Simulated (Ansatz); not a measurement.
Computed with DFT PBEsol, scalar-relativistic, plane waves, PAW in Ansatz.

Structure of HfH₂:

```xyz
3
Lattice="-1.7321 1.7321 2.1188 1.7321 -1.7321 2.1188 1.7321 1.7321 -2.1188" Properties=species:S:1:pos:R:3 pbc="T T T"
Hf    0.0000    0.0000    0.0000
H     0.0000    1.7321    1.0594
H     1.7321    0.0000    1.0594
```

Cutoff 420 eV; k points 16×16×16 on the computed 3-atom cell (Γ-centred); Gaussian smearing, width 0.10 eV; no spin polarisation.

Levels along Γ–X–P–N–Γ–M–S | S0–Γ | X–R | G–M, in eV from the Fermi level, sorted by energy at each point. Points in fractions of the primitive reciprocal vectors: Γ (0.000 0.000 0.000), X (0.000 0.000 0.500), P (0.250 0.250 0.250), N (0.000 0.500 0.000), M (0.500 0.500 -0.500), S (0.417 0.583 -0.417), S0 (-0.417 0.417 0.417), R (-0.334 0.334 0.500), G (0.500 0.500 -0.334).
```csv
point,"k (1/Å, with 2π)",band 12,band 13,band 14,band 15,band 16,band 17
Γ,0.000,-11.46,-1.01,-0.51,-0.51,0.45,1.74
-,0.183,-11.28,-2.29,-0.35,0.53,0.96,1.55
-,0.366,-10.74,-3.58,0.13,0.78,0.81,2.82
-,0.550,-9.91,-4.67,-0.33,0.90,1.19,3.37
-,0.733,-8.85,-5.52,-1.53,1.79,1.95,3.76
-,0.916,-7.65,-6.14,-2.66,2.57,3.23,4.08
-,1.099,-6.52,-6.48,-3.68,3.43,4.18,4.65
X,1.282,-6.65,-5.78,-4.29,3.95,4.16,5.58
-,1.388,-6.64,-5.79,-4.23,3.95,4.15,5.60
-,1.494,-6.62,-5.83,-4.05,3.96,4.08,5.66
-,1.600,-6.58,-5.90,-3.76,3.78,3.97,5.00
-,1.706,-6.53,-5.99,-3.39,3.08,3.98,4.75
-,1.812,-6.46,-6.08,-2.98,2.29,3.98,4.72
-,1.918,-6.38,-6.18,-2.63,1.68,3.99,4.72
P,2.024,-6.29,-6.29,-2.48,1.45,3.99,4.73
-,2.153,-6.43,-6.23,-2.43,1.55,3.83,4.64
-,2.283,-6.80,-6.09,-2.27,1.71,3.59,4.59
-,2.413,-7.29,-5.87,-2.02,1.60,3.65,4.73
-,2.542,-7.78,-5.62,-1.71,1.29,3.79,5.20
-,2.672,-8.18,-5.37,-1.37,1.00,3.83,5.01
-,2.801,-8.45,-5.19,-1.10,0.81,3.82,4.76
N,2.931,-8.54,-5.13,-0.99,0.74,3.81,4.66
-,3.098,-8.63,-5.20,-0.93,0.77,3.63,4.68
-,3.265,-8.96,-5.23,-0.76,0.84,3.17,3.73
-,3.433,-9.55,-4.93,-0.54,0.84,2.75,2.75
-,3.600,-10.26,-4.27,-0.35,0.64,2.03,2.65
-,3.767,-10.89,-3.30,-0.33,0.33,1.71,2.61
-,3.935,-11.31,-2.10,-0.45,0.02,1.25,1.70
Γ,4.102,-11.46,-1.01,-0.51,-0.51,0.45,1.74
-,4.314,-11.23,-2.36,-0.42,-0.42,1.85,2.02
-,4.526,-10.56,-3.99,-0.15,-0.15,2.19,2.77
-,4.737,-9.52,-5.39,0.35,0.35,1.59,2.71
-,4.949,-8.21,-6.51,0.03,1.12,1.12,3.37
-,5.161,-7.32,-6.75,-1.46,2.18,2.18,4.04
-,5.373,-7.82,-5.30,-2.75,3.53,3.53,4.57
M,5.585,-7.99,-4.02,-3.93,4.78,4.88,4.88
-,5.628,-7.98,-4.03,-3.92,4.65,4.87,4.90
-,5.671,-7.97,-4.05,-3.89,4.39,4.83,4.95
-,5.714,-7.94,-4.09,-3.85,4.10,4.78,5.05
-,5.757,-7.91,-4.15,-3.79,3.81,4.70,4.81
-,5.800,-7.87,-4.22,-3.71,3.52,4.51,4.60
-,5.843,-7.82,-4.29,-3.62,3.24,4.20,4.49
S,5.886,-7.78,-4.38,-3.52,2.98,3.90,4.36
S0,5.886,-7.78,-4.38,-3.52,2.98,3.90,4.36
-,6.102,-7.58,-4.83,-2.84,1.85,2.88,3.51
-,6.318,-7.77,-5.12,-2.10,1.11,2.51,3.13
-,6.534,-8.49,-5.10,-1.30,0.78,1.53,4.12
-,6.750,-9.52,-4.67,-0.35,0.68,0.82,3.54
-,6.966,-10.51,-3.80,0.03,0.43,1.14,2.87
-,7.182,-11.21,-2.49,-0.37,0.54,1.32,1.54
Γ,7.398,-11.46,-1.01,-0.51,-0.51,0.45,1.74
X,7.398,-6.65,-5.78,-4.29,3.95,4.16,5.58
-,7.521,-6.60,-5.84,-4.21,3.59,4.02,5.56
-,7.643,-6.45,-6.01,-3.97,2.57,4.22,5.51
-,7.766,-6.27,-6.21,-3.61,1.56,4.52,5.44
-,7.888,-6.58,-5.89,-3.19,0.75,4.85,5.34
-,8.011,-6.91,-5.52,-2.89,0.34,5.16,5.24
-,8.133,-7.22,-5.13,-2.91,0.53,5.14,5.39
R,8.255,-7.51,-4.75,-3.19,1.27,5.04,5.45
G,8.255,-7.51,-4.75,-3.19,1.27,5.04,5.45
-,8.316,-7.63,-4.58,-3.36,1.76,5.00,5.31
-,8.377,-7.74,-4.42,-3.52,2.30,4.96,5.18
-,8.438,-7.83,-4.28,-3.66,2.88,4.93,5.07
-,8.499,-7.90,-4.17,-3.77,3.46,4.91,4.99
-,8.559,-7.95,-4.09,-3.86,4.04,4.89,4.93
-,8.620,-7.98,-4.04,-3.91,4.53,4.88,4.89
M,8.681,-7.99,-4.02,-3.93,4.78,4.88,4.88
```

Spin-orbit coupling is left out, which matters for the bands of heavy elements.

Cost: 1 run of about 0.69 core-minutes, on Arm Neoverse V2 (shared hosts).